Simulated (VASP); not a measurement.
Crystal: Ti.

```
Ti
1.0
     2.95000    0.00000    0.00000
    -1.47500    2.55477    0.00000
     0.00000    0.00000    4.68000
Ti
2
Direct
  0.33333 0.66667 0.25000
  0.66667 0.33333 0.75000
```

Base run:

```yaml
Program: VASP 6.6.1
Functional: PBE
Potentials_or_basis: VASP PAW PBE potentials, release 64 (Ti_sv)
Cutoff: 350 eV
k_mesh: 12 × 12 × 6
Occupations: gaussian, width 0.1 eV
Spin: no spin polarisation
```

Its results: band gap on the k mesh none (metal or under the smearing width); pressure -2.5 GPa.

Question: The run is repeated on the same cell with these changes: cutoff from 350 eV to 520 eV. What comes out?

Answer: Band gap on the k mesh none (metal or under the smearing width); pressure -1.8 GPa.
